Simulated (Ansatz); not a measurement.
# InSe: the cost of one run

The runs shown are made with Ansatz 0.2.0. PAW datasets, plane waves. (Simulation; spin polarisation is off.)

The COD entry's cell or inner coordinates are ideal or old and differ from later refinements, so a difference from it is no clean test against experiment.

## Step 1: The structure to begin with

The cell was relaxed beforehand with r2SCAN+rVV10.

It is trigonal, R3m (No. 160); a = 4.021 Å, c = 25.232 Å in the conventional setting, 29.44 Å³ an atom. Near In stand 3 Se at 2.64 Å and 1 In at 2.79 Å; near Se stand 3 In at 2.64 Å.

Structure file:

```cif
data_structure
_symmetry_space_group_name_H-M 'P 1'
_symmetry_Int_Tables_number 1
_cell_length_a 8.7252
_cell_length_b 8.7252
_cell_length_c 8.7252
_cell_angle_alpha 26.645
_cell_angle_beta 26.645
_cell_angle_gamma 26.645
_cell_volume 117.78
loop_
_atom_site_label
_atom_site_type_symbol
_atom_site_fract_x
_atom_site_fract_y
_atom_site_fract_z
_atom_site_occupancy
In1 In 0.00048 0.00048 0.00048 1
In2 In 0.11087 0.11087 0.11087 1
Se1 Se 0.61696 0.61696 0.61696 1
Se2 Se 0.82769 0.82769 0.82769 1
```

## Step 2: PBE bands along the symmetry lines

Contents of input.yaml:

```yaml
crystal:
  lattice:
    - [2.0105578914, 1.1607961398, 8.4106657114]
    - [-2.0105578914, 1.1607961398, 8.4106657114]
    - [0.0, -2.3215922797, 8.4106657114]
  atoms:
    - { symbol: In, position: [0.0004771561, 0.0004771561, 0.0004771561] }
    - { symbol: In, position: [0.1108703981, 0.1108703981, 0.1108703981] }
    - { symbol: Se, position: [0.6169580812, 0.6169580812, 0.6169580812] }
    - { symbol: Se, position: [0.8276943647, 0.8276943647, 0.8276943647] }
kpoints:
  mp_grid: { grid: [8, 8, 8] }
  band_path:
    path:
      - [[0.0, 0.0, 0.0], [-0.5, -0.5, -0.5], [-0.5, -0.1793653855011, -0.8206346144989]]
      - [[-0.1793653855011, 0.1793653855011, -0.5], [1.154265877503e-15, 1.154265877503e-15, -0.5], [0.0, 0.0, 0.0], [1.170916303994e-15, 0.3396826927505, -0.3396826927505]]
      - [[-0.3396826927505, 1.137049182121e-15, -0.6603173072495], [-0.5, 6.144870415548e-16, -0.5], [0.0, 0.0, 0.0]]
    npoints: 10
hamiltonian:
  xc: pbe
scf:
  occupations: { method: fermi_dirac, width: 0.02 }
  n_extra_bands: 5
output:
  forces: true
  stress: true
  eigenvalues: true
```

Started as:

```sh
ansatz run input.yaml --threads 4 --pin off --max-ram 9216MiB --backend cpu --events-out ev --progress --plain --runs-dir out
```

Q: Estimate wall time and peak memory on 4 threads of Arm Neoverse V1, shared host.

About 11 s, with a peak of 0.51 GiB.
